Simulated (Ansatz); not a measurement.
Records of electronic-structure calculations.

**Quasiparticle gap of PbO (honeycomb monolayer)**

The cell holds 2 atoms: 1 Pb and 1 O. Its edges and angles: a = 3.617 Å, b = 3.617 Å, c = 25.000 Å, α = 90.0°, β = 90.0°, γ = 120.0°. Vacuum lies along c.

```
method                                            : G0W0 on HSE06, plane waves, PAW (and 1 further level or step)
program                                           : Ansatz 0.2.0
settings of one run                               : cutoff 420 eV, 6×6×1 k-mesh, default PAW, empty bands 175, screening cutoff 42 eV, screening contour deformation, QP bands (v2, c2)
cost                                              : 2 runs, 3.7 min in all on 4 threads of Arm Neoverse V1, shared host (the runs of this entry)
notes                                             : In doubt: masses and optical values from hybrid runs of this build are listed as unsure (in some of the runs), which bears on the screening that GW takes from such a start. Values taken over the cell’s volume include its vacuum. The structure was relaxed with PBE. Limits: coarse mesh for a sheet; no spin-orbit coupling.
HSE06 gap over mesh and listed points             : 2.647 eV, from k = (0.333, 0.333, 0.000) to k = Γ
G0W0@HSE06 gap over all 7 irreducible mesh points : 3.555 eV, from k = (0.167, 0.167, 0.000) to k = Γ
GW settings                                       : 6×6×1 mesh, 175 empty bands, screening to 42 eV
known limits                                      : finite bands, screening cutoff and k mesh; no spin-orbit coupling in G0W0
```

Over all 7 irreducible mesh points the G0W0 gap is 3.555 eV, from k = (0.167, 0.167, 0.000) to k = Γ. The HSE06 gap of this run on the mesh is 2.647 eV. Other states bound it: the two that bound the G0W0 gap lie 2.734 eV apart in HSE06, so state for state the correction is 3.555 − 2.734 = +0.821 eV, while gap against gap it is 3.555 − 2.647 = +0.908 eV. The valence state moves by −6.663 − (−6.586) = −0.077 eV and the conduction state by −3.108 − (−3.851) = +0.743 eV, on the run's own scale; how far single levels stand from their limit in bands is not shown.

[Paths, hosts, dates, memory and timing lines, banners, echoed tables and standing remarks are left out of the program output.]

[Logs are printed without paths, hosts, clocks, repeated set-up lines and the standing remarks that a program may print on its own settings, such as how far it seeks lower states.]

[Runs of the session that timed out or met a known fault of the program may be left out.]

[Cells called generated may have been cut or substituted from an entry of the Crystallography Open Database or the Materials Project.]

[Hosts, paths, dates, database ids (printed as entryN), source tags and the programs' standing remarks are cut or masked in the printed files.]
